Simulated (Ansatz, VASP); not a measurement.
One calculation of BAs, two programs

```
As B
1.0
     0.00000    2.38850    2.38850
     2.38850    0.00000    2.38850
     2.38850    2.38850    0.00000
As B
1 1
Cartesian
  3.5827 3.5827 3.5827
  0.0000 0.0000 0.0000
```

Alike in both runs: task single point; functional PBE; k mesh 10 × 10 × 10; occupations gaussian, width 0.012 eV; no spin polarisation.

```csv
,VASP,Ansatz
version,VASP 6.6.1,Ansatz 0.2.0
potentials or method,"VASP PAW PBE potentials, release 64 (As, B)",Ansatz PAW
plane-wave cutoff (eV),520,420
valence electrons in the cell,8,18
```

VASP gave:

| Quantity | Value |
| --- | --- |
| gap on the k mesh at the Fermi level (eV) | 1.18 |
| least direct gap on the mesh (eV) | 3.28 |
| pressure (GPa) | 3.4 |

What did Ansatz give for the same quantities?

gap on the k mesh at the Fermi level (eV): 1.18; least direct gap on the mesh (eV): 3.28; pressure (GPa): 2.8.

The two sets of potentials don't hold the same shells in valence.

A k mesh can miss the band edges. Expect the measured gap to be larger: semilocal functionals such as PBE lack the derivative discontinuity.
